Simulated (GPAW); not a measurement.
# Pt (Fm-3m) in GPAW: phonons with AM05+D4

Aim: the phonons of Pt with AM05+D4.

All numbers are computed with GPAW 26.7.0; they aren't measurements. Logs are shortened: lines on timing, memory, paths and dates and some standing lists are left out, and cuts for length are marked. The log counts tension as positive stress, the text compression.

### Step 1. Starting point

Symmetry: Fm-3m, No. 225, cubic system. Conventional cell: a = 3.922 Å, b = 3.922 Å, c = 3.922 Å, α = 90.00°, β = 90.00°, γ = 90.00°. Pt (site symmetry m-3m) has 12 Pt at 2.77 Å as nearest neighbours.

### Step 2. Phonons, AM05+D4

The input, run.py:

```python
import json
import numpy as np
from ase import Atoms
from ase.calculators.mixing import SumCalculator
from ase.constraints import FixSymmetry
from ase.filters import FrechetCellFilter
from ase.io import write
from ase.optimize import BFGS
from dftd4.ase import DFTD4
from phonopy import Phonopy
from phonopy.structure.atoms import PhonopyAtoms
from gpaw import GPAW, PW, setup_paths

setup_paths.insert(0, '.')

atoms = Atoms(['Pt'],
              cell=[[0.0, 1.9609, 1.9609],
                    [1.9609, 0.0, 1.9609],
                    [1.9609, 1.9609, 0.0]],
              scaled_positions=[[0.0, 0.0, 0.0]],
              pbc=True)

calc = GPAW(mode=PW(600),
            xc='AM05',
            kpts={'size': (12, 12, 12), 'gamma': True},
            occupations={'name': 'fermi-dirac', 'width': 0.05},
            nbands=17,
            convergence={'density': 1e-06, 'eigenstates': 1e-09},
            maxiter=150,
            txt='gpaw.txt')
atoms.calc = SumCalculator([calc, DFTD4(method='am05')])
atoms.set_constraint(FixSymmetry(atoms))
BFGS(FrechetCellFilter(atoms), trajectory='relax.traj', logfile='-').run(fmax=0.005, steps=40)
atoms.set_constraint()
energy = atoms.get_potential_energy()
forces = atoms.get_forces()
stress = atoms.get_stress()
calc.write('gs.gpw')
write('result.traj', atoms)
print('Cell:', atoms.cell.cellpar().round(4))
print(atoms.get_scaled_positions().round(5))

def force_constants(scale):
    unit = PhonopyAtoms(symbols=atoms.get_chemical_symbols(), cell=atoms.cell[:] * scale**(1 / 3),
                        scaled_positions=atoms.get_scaled_positions())
    ph = Phonopy(unit, supercell_matrix=np.diag([2, 2, 2]), primitive_matrix=np.eye(3), symprec=1e-4)
    ph.generate_displacements(distance=0.01)
    forces = []
    for i, sc in enumerate(ph.supercells_with_displacements):
        a = Atoms(sc.symbols, cell=sc.cell, scaled_positions=sc.scaled_positions, pbc=True)
        c = GPAW(mode=PW(510),
                 xc='AM05',
                 kpts={'size': (6, 6, 6), 'gamma': True},
                 occupations={'name': 'fermi-dirac', 'width': 0.05},
                 nbands=94,
                 convergence={'density': 1e-06, 'eigenstates': 1e-09},
                 maxiter=150,
                 txt=f'disp-{scale:.3f}-{i:02d}.txt')
        a.calc = SumCalculator([c, DFTD4(method='am05')])
        f = a.get_forces()
        forces.append(f - f.mean(axis=0))
        print(f'displacement {i}: drift', f.mean(axis=0).round(5), flush=True)
    ph.forces = forces
    ph.produce_force_constants()
    ph.symmetrize_force_constants()
    return ph

qpoints = [[0.0, 0.0, 0.0], [0.0, 0.0, 0.5], [0.0, 0.5, 0.0], [0.0, 0.5, 0.5], [0.5, 0.0, 0.0], [0.5, 0.0, 0.5], [0.5, 0.5, 0.0], [0.5, 0.5, 0.5]]
results = {}
for scale in [1.0]:
    ph = force_constants(scale)
    ph.run_qpoints(qpoints)
    nu = ph.qpoints.frequencies * 33.35641  # THz to cm^-1
    results[f'{scale:.3f}'] = nu.tolist()
    for qp, f in zip(qpoints, nu):
        print(scale, np.round(qp, 4), f.round(2))

path = atoms.cell.bandpath('GXWKGLUWLK,UX', npoints=60, eps=1e-4)
ph.run_qpoints(path.kpts)
results['path'] = (ph.qpoints.frequencies * 33.35641).tolist()
results['path_q'] = path.kpts.tolist()
x, ticks, names = path.get_linear_kpoint_axis()
results['axis'] = [x.tolist(), list(ticks), names]
ph.run_mesh([15, 15, 15], is_gamma_center=True)
ph.run_thermal_properties(temperatures=[0, 100, 200, 300, 500, 800], cutoff_frequency=0.05)
tp = ph.thermal_properties
results['thermal'] = [list(v) for v in (tp.temperatures, tp.free_energy, tp.entropy, tp.heat_capacity)]
for t, fv, s, cv in zip(*results['thermal']):
    print(f'{t:6.0f} K  F {fv:9.4f} kJ/mol  S {s:9.4f} J/K/mol  Cv {cv:9.4f} J/K/mol')
json.dump(results, open('phonons.json', 'w'))
```

Potentials or basis: PAW data sets generated in the run's folder for this functional, pw.

Started as:

```console
> gpaw-setup -f AM05 Pt
> OMP_NUM_THREADS=1 python run.py
```

gpaw.txt:

```text
__  _  _
 | _ |_)|_||  |
 |__||  | ||/\| - 26.7.0

Input parameters:
  mode=PW(ecut=600.0),
  convergence={'density': 1e-06, 'eigenstates': 1e-09},
  kpts=MonkhorstPack(size=(12, 12, 12), gamma=True),
  maxiter=150,
  nbands=17,
  occupations=Occupations(name='fermi-dirac', width=0.05),
  xc=XC(name='AM05')

Diagonalizing LCAO Hamiltonian
Converting LCAO to pw mode

       Pt

Atoms  # Å, Bohr magnetons
|   | symbol |        x |        y |        z |    initial magnetic moments |
|---|--------|----------|----------|----------|-----------------------------|
| 0 |     Pt | 0.000000 | 0.000000 | 0.000000 | ( 0.0000,  0.0000,  0.0000) |

Unit cell  # Å
| periodic |        x |        y |        z |  lengths |    angles |
|----------|----------|----------|----------|----------|-----------|
|      yes | 0.000000 | 1.960900 | 1.960900 | 2.773131 | 60.000000 |
|      yes | 1.960900 | 0.000000 | 1.960900 | 2.773131 | 60.000000 |
|      yes | 1.960900 | 1.960900 | 0.000000 | 2.773131 | 60.000000 |

Number of symmetries: 48
Symmetry operations  # r_c * U_cc + t_c -> r_c
|    | kind |            matrix            |
|----|------|------------------------------|
|  0 |  σ   |  1, 0, 0,  1, 0,-1,  1,-1, 0 |
|  1 |  C2  |  1, 0, 0,  1,-1, 0,  1, 0,-1 |
|  2 |  E   |  1, 0, 0,  0, 1, 0,  0, 0, 1 |
|  3 |  σ   |  1, 0, 0,  0, 0, 1,  0, 1, 0 |
|  4 |  C4  |  1, 0,-1,  1, 0, 0,  1,-1, 0 |
|  5 |  S6  |  1, 0,-1,  1,-1, 0,  1, 0, 0 |
|  6 |  σ   |  1, 0,-1,  0, 1,-1,  0, 0,-1 |
|  7 |  C3  |  1, 0,-1,  0, 0,-1,  0, 1,-1 |
|  8 |  S6  |  1,-1, 0,  1, 0, 0,  1, 0,-1 |
|  9 |  C4  |  1,-1, 0,  1, 0,-1,  1, 0, 0 |
| 10 |  C3  |  1,-1, 0,  0,-1, 1,  0,-1, 0 |
| 11 |  σ   |  1,-1, 0,  0,-1, 0,  0,-1, 1 |
| 12 |  σ   |  0, 1, 0,  1, 0, 0,  0, 0, 1 |
| 13 |  C4  |  0, 1, 0,  0, 1,-1, -1, 1, 0 |
[... 142 lines left out ...]
SCF iterations
|iter     | |      energy | eigst |  dens |
|---------|-|-------------|-------|-------|
|iter:   1| |   -7.476053 | +0.09 |       |
|iter:   2| |   -7.377651 | -2.94 | -1.17 |
|iter:   3| |   -6.995711 | -2.29 | -1.22 |
|iter:   4| |   -6.993524 | -3.80 | -2.26 |
|iter:   5| |   -6.993346c| -3.53 | -2.51 |
|iter:   6| |   -6.993361c| -5.88 | -3.59 |
|iter:   7| |   -6.993366c| -6.06 | -3.78 |
|iter:   8| |   -6.993366c| -8.33 | -5.02 |
|iter:   9| |   -6.993366c| -9.05c| -5.49 |
|iter:  10| |   -6.993366c|-10.71c| -6.94c|

Converged in 10 steps
Energy contributions relative to reference atoms: (reference = -500107.757325)

Energy contributions:
  Kinetic:          -8.320504
  Coulomb:           6.340506
  Zero:             -0.554842
  External:          0.000000
  Xc:               -4.450766
  Entropy:          -0.015523
  Spinorbit:         0.000000
  ----------------------------
  Free energy:      -7.001127
  Extrapolated:     -6.993366
[... 28 lines left out ...]
Stress tensor  # eV/Ang^3
|         x |         y |         z |
|-----------|-----------|-----------|
|  0.018381 | -0.000000 | -0.000000 |
| -0.000000 |  0.018381 | -0.000000 |
| -0.000000 | -0.000000 |  0.018381 |

Forces  # eV/Ang
|       x |       y |       z |
|---------|---------|---------|
| 0.00000 | 0.00000 | 0.00000 |  # Pt   0

Interpolating wave functions to new cell

       Pt

Atoms  # Å, Bohr magnetons
|   | symbol |        x |        y |        z |    initial magnetic moments |
|---|--------|----------|----------|----------|-----------------------------|
| 0 |     Pt | 0.000000 | 0.000000 | 0.000000 | ( 0.0000,  0.0000,  0.0000) |

Unit cell  # Å
| periodic |        x |         y |        z |  lengths |    angles |
|----------|----------|-----------|----------|----------|-----------|
|      yes | 0.000000 |  1.941850 | 1.941850 | 2.746191 | 60.000000 |
|      yes | 1.941850 | -0.000000 | 1.941850 | 2.746191 | 60.000000 |
|      yes | 1.941850 |  1.941850 | 0.000000 | 2.746191 | 60.000000 |

Number of symmetries: 48
Symmetry operations  # r_c * U_cc + t_c -> r_c
|    | kind |            matrix            |
|----|------|------------------------------|
|  0 |  σ   |  1, 0, 0,  1, 0,-1,  1,-1, 0 |
|  1 |  C2  |  1, 0, 0,  1,-1, 0,  1, 0,-1 |
|  2 |  E   |  1, 0, 0,  0, 1, 0,  0, 0, 1 |
|  3 |  σ   |  1, 0, 0,  0, 0, 1,  0, 1, 0 |
|  4 |  C4  |  1, 0,-1,  1, 0, 0,  1,-1, 0 |
|  5 |  S6  |  1, 0,-1,  1,-1, 0,  1, 0, 0 |
|  6 |  σ   |  1, 0,-1,  0, 1,-1,  0, 0,-1 |
|  7 |  C3  |  1, 0,-1,  0, 0,-1,  0, 1,-1 |
|  8 |  S6  |  1,-1, 0,  1, 0, 0,  1, 0,-1 |
|  9 |  C4  |  1,-1, 0,  1, 0,-1,  1, 0, 0 |
| 10 |  C3  |  1,-1, 0,  0,-1, 1,  0,-1, 0 |
| 11 |  σ   |  1,-1, 0,  0,-1, 0,  0,-1, 1 |
| 12 |  σ   |  0, 1, 0,  1, 0, 0,  0, 0, 1 |
| 13 |  C4  |  0, 1, 0,  0, 1,-1, -1, 1, 0 |
[... 142 lines left out ...]
SCF iterations
|iter     | |      energy | eigst |  dens |
|---------|-|-------------|-------|-------|
|iter:   1| |   -7.025404 | -1.49 |       |
|iter:   2| |   -7.017098 | -4.76 | -1.72 |
|iter:   3| |   -6.988629 | -3.48 | -1.77 |
|iter:   4| |   -6.989571 | -4.56 | -2.67 |
|iter:   5| |   -6.990148c| -4.32 | -2.94 |
|iter:   6| |   -6.990149c| -6.87 | -3.91 |
|iter:   7| |   -6.990149c| -7.10 | -4.21 |
|iter:   8| |   -6.990149c| -9.29c| -5.83 |
|iter:   9| |   -6.990149c| -9.68c| -6.13c|

Converged in 9 steps
Energy contributions relative to reference atoms: (reference = -500107.757325)

Energy contributions:
  Kinetic:          -4.637339
  Coulomb:           3.212776
  Zero:             -0.564813
  External:          0.000000
  Xc:               -4.993188
  Entropy:          -0.015166
  Spinorbit:         0.000000
  ----------------------------
  Free energy:      -6.997732
  Extrapolated:     -6.990149
[... 28 lines left out ...]
Stress tensor  # eV/Ang^3
|         x |         y |         z |
|-----------|-----------|-----------|
| -0.035234 |  0.000000 |  0.000000 |
|  0.000000 | -0.035234 | -0.000000 |
|  0.000000 | -0.000000 | -0.035234 |

Forces  # eV/Ang
|       x |        y |       z |
|---------|----------|---------|
| 0.00000 | -0.00000 | 0.00000 |  # Pt   0

Interpolating wave functions to new cell

       Pt

Atoms  # Å, Bohr magnetons
|   | symbol |        x |        y |        z |    initial magnetic moments |
|---|--------|----------|----------|----------|-----------------------------|
| 0 |     Pt | 0.000000 | 0.000000 | 0.000000 | ( 0.0000,  0.0000,  0.0000) |

Unit cell  # Å
| periodic |        x |         y |        z |  lengths |    angles |
|----------|----------|-----------|----------|----------|-----------|
|      yes | 0.000000 |  1.944291 | 1.944291 | 2.749642 | 60.000000 |
|      yes | 1.944291 | -0.000000 | 1.944291 | 2.749642 | 60.000000 |
|      yes | 1.944291 |  1.944291 | 0.000000 | 2.749642 | 60.000000 |

Number of symmetries: 48
Symmetry operations  # r_c * U_cc + t_c -> r_c
|    | kind |            matrix            |
|----|------|------------------------------|
|  0 |  σ   |  1, 0, 0,  1, 0,-1,  1,-1, 0 |
|  1 |  C2  |  1, 0, 0,  1,-1, 0,  1, 0,-1 |
|  2 |  E   |  1, 0, 0,  0, 1, 0,  0, 0, 1 |
|  3 |  σ   |  1, 0, 0,  0, 0, 1,  0, 1, 0 |
|  4 |  C4  |  1, 0,-1,  1, 0, 0,  1,-1, 0 |
|  5 |  S6  |  1, 0,-1,  1,-1, 0,  1, 0, 0 |
|  6 |  σ   |  1, 0,-1,  0, 1,-1,  0, 0,-1 |
|  7 |  C3  |  1, 0,-1,  0, 0,-1,  0, 1,-1 |
|  8 |  S6  |  1,-1, 0,  1, 0, 0,  1, 0,-1 |
|  9 |  C4  |  1,-1, 0,  1, 0,-1,  1, 0, 0 |
| 10 |  C3  |  1,-1, 0,  0,-1, 1,  0,-1, 0 |
| 11 |  σ   |  1,-1, 0,  0,-1, 0,  0,-1, 1 |
| 12 |  σ   |  0, 1, 0,  1, 0, 0,  0, 0, 1 |
| 13 |  C4  |  0, 1, 0,  0, 1,-1, -1, 1, 0 |
[... 142 lines left out ...]
SCF iterations
|iter     | |      energy | eigst |  dens |
|---------|-|-------------|-------|-------|
|iter:   1| |   -6.992486 | -3.17 |       |
|iter:   2| |   -6.992351 | -6.45 | -2.62 |
|iter:   3| |   -6.991867c| -5.27 | -2.67 |
|iter:   4| |   -6.991877c| -6.34 | -3.54 |
|iter:   5| |   -6.991883c| -6.12 | -3.84 |
|iter:   6| |   -6.991883c| -8.64 | -4.83 |
|iter:   7| |   -6.991884c| -8.90 | -5.11 |
|iter:   8| |   -6.991884c|-10.42c| -6.74c|

Converged in 8 steps
Energy contributions relative to reference atoms: (reference = -500107.757325)

Energy contributions:
  Kinetic:          -5.133081
  Coulomb:           3.633705
  Zero:             -0.563413
  External:          0.000000
  Xc:               -4.921491
  Entropy:          -0.015208
  Spinorbit:         0.000000
  ----------------------------
  Free energy:      -6.999488
  Extrapolated:     -6.991884
[... 28 lines left out ...]
Stress tensor  # eV/Ang^3
|         x |         y |         z |
|-----------|-----------|-----------|
| -0.027860 |  0.000000 |  0.000000 |
|  0.000000 | -0.027860 |  0.000000 |
|  0.000000 |  0.000000 | -0.027860 |

Forces  # eV/Ang
|       x |       y |        z |
|---------|---------|----------|
| 0.00000 | 0.00000 | -0.00000 |  # Pt   0

# Writing to gs.gpw (mode='')
```

Run time: 8.7 min. Hardware: 1 thread of Arm Neoverse V2, shared host; peak memory 0.52 GiB.

Results:

| Item | Value |
| --- | --- |
| Free energy | -7.4608 eV |
| Relaxed volume | 14.70 Å³/atom |
| Relaxed cell | a = 2.750 Å, b = 2.750 Å, c = 2.750 Å, α = 60.00°, β = 60.00°, γ = 60.00° |
| Space group after relaxing (to 0.05 Å) | Fm-3m (No. 225) |
| Pressure after relaxing | 0.0 GPa |
| Band gap on the k mesh | none (metal or under the smearing width) |
| Highest phonon frequency | 207 cm⁻¹ |
| Dispersion energy per atom | -0.461 eV |

Final structure:
```
Pt
1.0
     0.00000    1.94429    1.94429
     1.94429    0.00000    1.94429
     1.94429    1.94429    0.00000
Pt
1
Direct
  0.00000 0.00000 0.00000
```

Levels at points of the mesh, in eV from the Fermi level:
```csv
k point,band 5,band 6,band 7,band 8,band 9,band 10,band 11,band 12
"(0.00, 0.00, 0.00)",-3.94,-3.94,-3.94,-1.70,-1.70,14.94,20.19,20.19
"(0.50, 0.50, 0.00)",-6.86,0.00,0.50,0.50,1.71,9.25,11.60,11.60
"(0.50, 0.50, 0.50)",-4.01,-4.01,-0.64,0.03,0.03,6.09,14.40,19.68
```

Phonon frequencies in cm⁻¹ (negative: imaginary):
```tsv
q point	frequencies
(0.000, 0.000, 0.000)	0 0 0
(0.000, 0.000, 0.500)	99 99 207
(0.000, 0.500, 0.000)	99 99 207
(0.000, 0.500, 0.500)	135 135 201
(0.500, 0.000, 0.000)	99 99 207
(0.500, 0.000, 0.500)	135 135 201
(0.500, 0.500, 0.000)	135 135 201
(0.500, 0.500, 0.500)	99 99 207
```

Caveat: the cutoff is short for stress and forces, so pressures can be off by a GPa or more; phonon bands are interpolated from a small supercell; pairwise dispersion overbinds metals, which lowers pressure and volume. Spin-orbit coupling is left out, which matters for the levels of Pt.
